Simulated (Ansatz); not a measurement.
# SnTe (P1) in Ansatz: convergence with wavefunction cutoff

Aim: find how far wavefunction cutoff must go before the results for SnTe settle, at r2SCAN. This setting moves, with any that are tied to it; all else stays.

Program: Ansatz 0.2.0. These are calculated values, not measurements. Logs are shortened: lines on timing, memory, paths and dates and some standing lists are left out, and cuts for length are marked.

## 1. The cell of the first run

The typed cell holds 2 atoms: a = 4.456 Å, b = 4.456 Å, c = 4.456 Å, α = 60.00°, β = 60.00°, γ = 60.00°.

The cell isn't the ideal one: atoms moved at random, drawn with an rms of 0.05 Å.

## 2. With wavefunction cutoff 200 eV

input.yaml reads:

```yaml
crystal:
  lattice:
    - [0.0, 3.15085, 3.15085]
    - [3.15085, 0.0, 3.15085]
    - [3.15085, 3.15085, 0.0]
  atoms:
    - { symbol: Te, position: [0.510412, 0.494138, 0.5059] }
    - { symbol: Sn, position: [0.003592, -0.009835, -0.003528] }
hamiltonian:
  xc: r2scan
  pseudopotentials: { kind: paw }
kpoints:
  mp_grid: { grid: [5, 5, 5] }
scf:
  occupations: { method: fermi_dirac, width: 0.05 }
output:
  forces: true
  stress: true
  eigenvalues: true
basis:
  ecutwfc: "200 eV"
```

Potentials or basis: Ansatz PAW.

Run with:

```sh
> ansatz run input.yaml --threads 2 --pin off --max-ram 5632MiB --backend cpu --events-out ev --progress --plain --runs-dir out
```

What it wrote:

```text
Warning: basis.ecutwfc = 200 eV is below the records' recommended 500 eV, and the density's cutoff is lower with it unless basis.ecutrho_ratio is high enough to keep the records' density cutoff: compare with a run at a higher cutoff
Warning: RAYON_NUM_THREADS=2 ignored (pool sized by the plan → 2); use --threads N
Engine: ansatz 0.2.0, x86_64-unknown-linux-gnu
Pseudopotentials: kind: paw
Pseudopotential: Te, paw, valence charge 16, recommended cutoff 500 eV (meta_gga), Te.paw.azcp
Pseudopotential: Sn, paw, valence charge 14, recommended cutoff 500 eV (meta_gga), Sn.paw.azcp
Functional definition: r2SCAN
  parameter k0 = 0.174
  parameter k1 = 0.065
  parameter a1 = 4.9479
  exchange = r2scan_x(k0 = k0, k1 = k1, a1 = a1)
  correlation = r2scan_c
Crystal: 2 atoms, lattice volume = 62.562 Å³
Basis set: ecut = 200 eV, 411 PW (Γ), exchange–correlation on 96×96×96 points (64 copies of the dense FFT grid, shifted against one another)
Bands: 19, of which v1, the nominal top of the filled ones, is band 15 counted from 1 (14 counted from 0)
Symmetry: 1 space group operations
Space group: P1 (ITA 1), of the structure as read, at distance tolerance 4.0e-5 Å
k-points: 63 of 125 (time reversal used)
Non-local potential: Te, projectors of the file, l = 0: 2, l = 1: 2, l = 2: 2, l = 3: 2
Non-local potential: Sn, projectors of the file, l = 0: 2, l = 1: 2, l = 2: 2, l = 3: 2
PAW form: soft (Blöchl's): semilocal exchange-correlation on the pseudo side does not see the compensation charge
PAW frozen core: Te, regenerated for the run's functional (the file was generated under x = pbe(κ = 0.804, μ = 0.2195149727645171), c = pbe(β = 0.06672455060314922))
PAW frozen core: Sn, regenerated for the run's functional (the file was generated under x = pbe(κ = 0.804, μ = 0.2195149727645171), c = pbe(β = 0.06672455060314922))
PAW one-centre angular grid: Te, 590 points (default); XC on 160 Gauss nodes
PAW one-centre angular grid: Sn, 590 points (default); XC on 249 of its mesh's 2787 points in the sphere
Initial density: superposition of atomic densities (neutral atoms: chi_scale 0, normalization atom), corrected by the library's trained network
Initial wavefunctions: pseudopotential atomic-orbital guess
Functional: x = r2scan, c = r2scan; τ floored in thin density (d = 2e-4 eV/Å³)
SCF iter   1: F=—  HF=-13021.606705 eV  |F-HF|=—  |Δ(HF+E_count)|=         —  Δρ=4.98e-2  dr2=7.47e-1  dr2_τ=1.32e-1  ethr=1.77e-3  ⟨swp⟩=6.0  Hψ=5365  notcnv=0
preconditioner: auto → none  [insulator: Δε(μ)=1.000 eV  Ē_g=9.318 eV  σ=0.050 eV  W_gap=1.00  n_scr=14 (ndim 8)  ℏωp=14.8 eV  f_vac=0.009  D(μ)=0.00/eV (n_scr^D=0)  ε∞_Penn≈3.5]
SCF iter   2: F=—  HF=-13020.983611 eV  |F-HF|=—  |Δ(HF+E_count)|=   6.23e-1  Δρ=1.62e-2  dr2=7.25e-2  dr2_τ=2.22e-3  ethr=1.77e-3  ⟨swp⟩=2.0  Hψ=2898  notcnv=0
SCF iter   3: F=—  HF=-13020.963199 eV  |F-HF|=—  |Δ(HF+E_count)|=   2.04e-2  Δρ=3.35e-3  dr2=4.77e-3  dr2_τ=3.88e-4  ethr=2.42e-4  ⟨swp⟩=2.0  Hψ=2395  notcnv=0
SCF iter   4: F=—  HF=-13020.964456 eV  |F-HF|=—  |Δ(HF+E_count)|=   1.26e-3  Δρ=1.20e-3  dr2=1.25e-3  dr2_τ=2.67e-5  ethr=1.59e-5  ⟨swp⟩=2.0  Hψ=2400  notcnv=0
SCF iter   5: F=—  HF=-13020.964266 eV  |F-HF|=—  |Δ(HF+E_count)|=   1.90e-4  Δρ=2.51e-4  dr2=2.90e-5  dr2_τ=1.23e-6  ethr=4.16e-6  ⟨swp⟩=2.3  Hψ=1680  notcnv=0
SCF iter   6: F=—  HF=-13020.964293 eV  |F-HF|=—  |Δ(HF+E_count)|=   2.71e-5  Δρ=4.04e-5  dr2=7.33e-7  dr2_τ=5.59e-8  ethr=9.68e-8  ⟨swp⟩=2.5  Hψ=1836  notcnv=0
SCF iter   7: F=-13020.964294 eV  HF=-13020.964294 eV  |F-HF|=3.14e-8  |Δ(HF+E_count)|=   1.05e-6  Δρ=7.47e-6  dr2=5.89e-8  dr2_τ=1.39e-9  ethr=3.33e-10  ⟨swp⟩=5.7  Hψ=4979  notcnv=0
SCF 1 converged in 7 iterations: F = -13020.964294 eV  dr2 = 5.89e-8
SCF converged after 7 iterations
Free energy (F): -13020.964294 eV
Harris-Foulkes:  -13020.964294 eV  (|F-HF|=3.14e-8)
Internal energy: -13020.964289 eV  (E = F + TS)
E sigma→0 (E₀):  -13020.964292 eV
Entropy (-TS):   -0.000006 eV (-0.003 meV/atom)
Fermi energy:    9.827629 eV
--- Per-component energies (eV) ---
  E_band       = -401.648772
  E_kinetic    = 411.322366
  E_local      = -2148.023964  (includes V_loc(G=0)·N_el)
  E_nonlocal   = -359.112115
  E_hartree    = 1331.376342
  E_xc         = -499.283540
  E_vxc        = -228.463829  (∫ρ·V_xc dr)
  E_paw        = -8833.352142  (= ΣΔE_a)
  E_vpaw       = -754.532082  (= ΣTr[D̂ρ^β])
  E_aug_tail   = -0.020672  (compensation charges beyond the density's cutoff)
  E_vtau       = 14.427711  (kinetic-family band-sum trace: ∫τ·v_τ [+ j·A + Jᵃ·Aᵃ] dr)
  E_ewald      = -2924.890740
  E_core_change = 1.020175  (= ΣΔE_core)
  E_smearing   = -0.000006  (= −TS)
  E_closure    = -0.000000  (closes the sum)
  Σ components = -13020.964294   (vs F -13020.964294, Δ=0.00e0)
--- Forces (eV/Å), atoms counted from 1 ---
  atom   1  Te    -0.02445520    -0.02668576    -0.02120723
  atom   2  Sn     0.02444685     0.02667546     0.02119993
  max |Σ_I F_I| component: 1.03e-5 eV/Å
--- Stress (GPa, compression-positive) ---
        4.583948       0.051681       0.031748
        0.051681       4.447710       0.040284
        0.031748       0.040284       4.687684
  P = ⅓ Tr σ = 4.5731 GPa (45.731 kbar)
--- Band table (eV; the first three rows and the last of 63) ---
  k-point 0: bands = ["-30.0517", "-30.0513", "-29.8929", "-29.8929", "-29.8920", "-14.2654", "-14.2652", "-14.1573", "-14.1570", "-14.1568", "-3.9112", "4.6826", "7.2754", "7.2804", "7.2943", "13.2525", "13.2890", "13.3047", "14.8657"]
  k-point 1: bands = ["-29.7727", "-29.7096", "-29.7095", "-29.6562", "-29.6552", "-14.0719", "-14.0269", "-14.0268", "-13.9845", "-13.9843", "-3.5716", "3.1471", "7.3812", "7.3977", "8.3859", "11.8940", "11.9387", "11.9904", "14.9585"]
  k-point 2: bands = ["-30.0392", "-30.0386", "-29.9713", "-29.8240", "-29.8234", "-14.2577", "-14.2568", "-14.2129", "-14.1118", "-14.1113", "-2.8124", "1.2163", "7.5578", "7.5758", "9.3045", "10.3574", "10.4637", "10.4733", "16.7805"]
  k-point 62: bands = ["-29.9904", "-29.9834", "-29.9514", "-29.8089", "-29.7951", "-14.2238", "-14.2200", "-14.2036", "-14.1044", "-14.0908", "-2.4839", "1.2235", "5.5466", "7.0265", "8.0370", "11.2272", "11.3985", "13.6052", "16.4113"]
```

Run time: 2 s. Hardware: 2 threads of Intel Xeon 6975P-C (Granite Rapids), shared host; peak memory 0.41 GiB.

Results:

```
Free energy            : -13020.9643 eV
Pressure               : 4.6 GPa
Largest force          : 0.042 eV/Å
Band gap on the k mesh : 1.05 eV, direct
```

## 3. With wavefunction cutoff 250 eV

input.yaml, as its differences from that of step 2:

```diff
@@ -20,2 +20,2 @@
 basis:
-  ecutwfc: "200 eV"
+  ecutwfc: "250 eV"
```

Potentials or basis: Ansatz PAW.

Run with:

```sh
> ansatz run input.yaml --threads 2 --pin off --max-ram 5632MiB --backend cpu --events-out ev --progress --plain --runs-dir out
```

Wall time 2 s (2 threads of Intel Xeon 6975P-C (Granite Rapids), shared host); peak memory 0.43 GiB.

What came out:

| Property | Result |
| --- | --- |
| Free energy | -13032.5243 eV |
| Pressure | 2.0 GPa |
| Largest force | 0.035 eV/Å |
| Band gap on the k mesh | 0.90 eV, indirect (least direct gap 0.92 eV) |

## 4. With wavefunction cutoff 300 eV

input.yaml, as its differences from that of step 3:

```diff
@@ -20,2 +20,2 @@
 basis:
-  ecutwfc: "250 eV"
+  ecutwfc: "300 eV"
```

Run with:

```sh
> ansatz run input.yaml --threads 2 --pin off --max-ram 5632MiB --backend cpu --events-out ev --progress --plain --runs-dir out
```

Wall time 2.8 s (2 threads of Intel Xeon 6975P-C (Granite Rapids), shared host); peak memory 0.47 GiB.

What came out:

```yaml
Free_energy: -13033.8737 eV
Pressure: 1.7 GPa
Largest_force: 0.041 eV/Å
Band_gap_on_the_k_mesh: 0.86 eV, indirect (least direct gap 0.88 eV)
```

## 5. With wavefunction cutoff 350 eV

input.yaml, as its differences from that of step 4:

```diff
@@ -20,2 +20,2 @@
 basis:
-  ecutwfc: "300 eV"
+  ecutwfc: "350 eV"
```

Run with:

```sh
> ansatz run input.yaml --threads 2 --pin off --max-ram 5632MiB --backend cpu --events-out ev --progress --plain --runs-dir out
```

Wall time 3.3 s (2 threads of Intel Xeon 6975P-C (Granite Rapids), shared host); peak memory 0.52 GiB.

Results:

```
Free energy            : -13033.9647 eV
Pressure               : 1.7 GPa
Largest force          : 0.043 eV/Å
Band gap on the k mesh : 0.86 eV, indirect (least direct gap 0.87 eV)
```

## 6. With wavefunction cutoff 400 eV

input.yaml, as its differences from that of step 5:

```diff
@@ -20,2 +20,2 @@
 basis:
-  ecutwfc: "350 eV"
+  ecutwfc: "400 eV"
```

Potentials or basis: Ansatz PAW.

Run with:

```sh
> ansatz run input.yaml --threads 2 --pin off --max-ram 5632MiB --backend cpu --events-out ev --progress --plain --runs-dir out
```

It took 3.2 s on 2 threads of Intel Xeon 6975P-C (Granite Rapids), shared host; peak memory 0.54 GiB.

Results (log left out):

```yaml
Free_energy: -13033.9702 eV
Pressure: 1.7 GPa
Largest_force: 0.043 eV/Å
Band_gap_on_the_k_mesh: 0.86 eV, indirect (least direct gap 0.87 eV)
```

## 7. With wavefunction cutoff 450 eV

input.yaml, as its differences from that of step 6:

```diff
@@ -20,2 +20,2 @@
 basis:
-  ecutwfc: "400 eV"
+  ecutwfc: "450 eV"
```

Run with:

```sh
> ansatz run input.yaml --threads 2 --pin off --max-ram 5632MiB --backend cpu --events-out ev --progress --plain --runs-dir out
```

Wall time 5 s (2 threads of Intel Xeon 6975P-C (Granite Rapids), shared host); peak memory 0.57 GiB.

It converged, with:

```yaml
Free_energy: -13033.9732 eV
Pressure: 1.6 GPa
Largest_force: 0.043 eV/Å
Band_gap_on_the_k_mesh: 0.86 eV, indirect (least direct gap 0.87 eV)
```

## 8. With wavefunction cutoff 500 eV

input.yaml, as its differences from that of step 7:

```diff
@@ -20,2 +20,2 @@
 basis:
-  ecutwfc: "450 eV"
+  ecutwfc: "500 eV"
```

Run with:

```sh
> ansatz run input.yaml --threads 2 --pin off --max-ram 5632MiB --backend cpu --events-out ev --progress --plain --runs-dir out
```

It took 5 s on 2 threads of Intel Xeon 6975P-C (Granite Rapids), shared host; peak memory 0.65 GiB.

It converged, with:

* Free energy: -13033.9745 eV
* Pressure: 1.7 GPa
* Largest force: 0.043 eV/Å
* Band gap on the k mesh: 0.86 eV, indirect (least direct gap 0.87 eV)

## 9. With wavefunction cutoff 600 eV

input.yaml, as its differences from that of step 8:

```diff
@@ -20,2 +20,2 @@
 basis:
-  ecutwfc: "500 eV"
+  ecutwfc: "600 eV"
```

Potentials or basis: Ansatz PAW.

Run with:

```sh
> ansatz run input.yaml --threads 2 --pin off --max-ram 5632MiB --backend cpu --events-out ev --progress --plain --runs-dir out
```

Run time: 5.3 s. Hardware: 2 threads of Intel Xeon 6975P-C (Granite Rapids), shared host; peak memory 0.58 GiB.

It converged, with:

```
Free energy            : -13033.9751 eV
Pressure               : 1.6 GPa
Largest force          : 0.043 eV/Å
Band gap on the k mesh : 0.86 eV, indirect (least direct gap 0.87 eV)
```

## 10. With wavefunction cutoff 800 eV

input.yaml, as its differences from that of step 9:

```diff
@@ -20,2 +20,2 @@
 basis:
-  ecutwfc: "600 eV"
+  ecutwfc: "800 eV"
```

Run with:

```sh
> ansatz run input.yaml --threads 2 --pin off --max-ram 5632MiB --backend cpu --events-out ev --progress --plain --runs-dir out
```

Run time: 8.4 s. Hardware: 2 threads of Intel Xeon 6975P-C (Granite Rapids), shared host; peak memory 0.82 GiB.

It converged, with:

| Quantity | Value |
| --- | --- |
| Free energy | -13033.9771 eV |
| Pressure | 1.6 GPa |
| Largest force | 0.043 eV/Å |
| Band gap on the k mesh | 0.86 eV, indirect (least direct gap 0.87 eV) |

## 11. Summary

| wavefunction cutoff | energy less the tightest run, at zero smearing (meV/atom) | pressure (GPa) | largest force (eV/Å) | gap on the mesh (eV) | SCF cycles | CPU time (s) | peak memory (GiB) |
| --- | --- | --- | --- | --- | --- | --- | --- |
| 200 eV | 6506.39 | 4.57 | 0.042 | 1.046 | 7 | 3.7 | 0.41 |
| 250 eV | 726.39 | 2.01 | 0.035 | 0.902 | 6 | 3.8 | 0.43 |
| 300 eV | 51.68 | 1.66 | 0.041 | 0.862 | 6 | 5.2 | 0.47 |
| 350 eV | 6.21 | 1.66 | 0.043 | 0.858 | 6 | 6.2 | 0.52 |
| 400 eV | 3.43 | 1.65 | 0.043 | 0.858 | 6 | 6.2 | 0.54 |
| 450 eV | 1.97 | 1.65 | 0.043 | 0.858 | 6 | 9.4 | 0.57 |
| 500 eV | 1.28 | 1.65 | 0.043 | 0.858 | 6 | 9.6 | 0.65 |
| 600 eV | 1.01 | 1.65 | 0.043 | 0.858 | 6 | 10 | 0.58 |
| 800 eV | 0.00 | 1.65 | 0.043 | 0.859 | 6 | 16 | 0.82 |

Against the tightest run, the pressure stays within 0.1 GPa from 300 eV on; the largest force stays within 0.005 eV/Å from 300 eV on; the gap on the mesh stays within 0.01 eV from 300 eV on. Not settled before the last step: the energy (to 1 meV/atom). The tightest run that finished is the yardstick and may itself not be fully converged.

Caveats: odd divisions of the mesh miss points on the zone boundary, where band edges often lie, so the gap on the mesh can be too wide; spin-orbit coupling is left out, which moves the levels of the heavy elements; the PAW data sets come from PBE, with cores solved anew for the run's functional, which leaves a small shift of forces and pressure.
